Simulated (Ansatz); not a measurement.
**4 guesses for Be and where they end**

Computed with Ansatz 0.2.0, DFT PBE, scalar-relativistic, plane waves, PAW. All cells share a 420 eV cutoff and Γ-centred k meshes spaced at most about 0.3 Å⁻¹ (about 0.25 or finer for metals, 2π included). No spin polarisation in the final relaxations.

Each guess was relaxed in cell and atoms at zero pressure, within the symmetry of its start. All energies are static (0 K, no zero-point motion). Coordination counts all near atoms (those within 1.25 times the shortest distance at each site; a plus sign parts nearer from farther groups; a slash parts the counts of unlike sites).

```json
{"guess": "1", "made from": "random cell", "start group": "P4/mmm", "V start (Å³/atom)": "16.3", "end group": "?", "V end (Å³/atom)": "?", "coordination at the end": "?", "gap on mesh (eV)": "?", "E over the lowest end (meV/atom)": "?"}
{"guess": "2", "made from": "random cell", "start group": "Fm-3m", "V start (Å³/atom)": "8.9", "end group": "Fm-3m", "V end (Å³/atom)": "9.9", "coordination at the end": "Be 8/4+6", "gap on mesh (eV)": "0", "E over the lowest end (meV/atom)": "0"}
{"guess": "3", "made from": "random cell", "start group": "P4/mmm", "V start (Å³/atom)": "9.4", "end group": "P4/mmm", "V end (Å³/atom)": "10.9", "coordination at the end": "Be 4", "gap on mesh (eV)": "0", "E over the lowest end (meV/atom)": "415"}
{"guess": "4", "made from": "random cell", "start group": "P4/mmm", "V start (Å³/atom)": "7.6", "end group": "Pm-3m (simple cubic)", "V end (Å³/atom)": "10.3", "coordination at the end": "Be 6", "gap on mesh (eV)": "0", "E over the lowest end (meV/atom)": "485"}
```

Guess 1 as it starts:

```xyz
1
Lattice="2.6571 0.0000 0.0000 0.0000 2.6571 0.0000 0.0000 0.0000 2.3133" Properties=species:S:1:pos:R:3 pbc="T T T"
Be    1.3285    1.3285    0.0000
```

**Question.** Fill in the missing row: what does this guess relax into, and where does it rank?

**Answer.** It ends in space group P4/mmm (No. 123), with a = 2.233 Å, c = 2.066 Å, 10.3 Å³/atom and no gap. It lies 0.48 eV/atom over the lowest end, above guess 3 and within the noise of guess 4. Counting all near atoms, this end has Be 6 and the lowest (guess 2) has Be 8/4+6.

```
CELL_PARAMETERS angstrom
2.23274 0.00000 0.00000
0.00000 2.23274 0.00000
0.00000 0.00000 2.06565
ATOMIC_POSITIONS crystal
Be 0.50000 0.50000 0.00000
```

The k mesh leaves some 4 meV/atom of noise in the energy of each metallic cell. Cells relaxed within their symmetry can be saddle points; a later kick test found a lower structure for Be P4/mmm. The part of the Crystallography Open Database at hand lists Be in space groups No. 18, 194; no cell shown has one of them. Some candidate types were left out of the draw beforehand, so a known form may be missing.
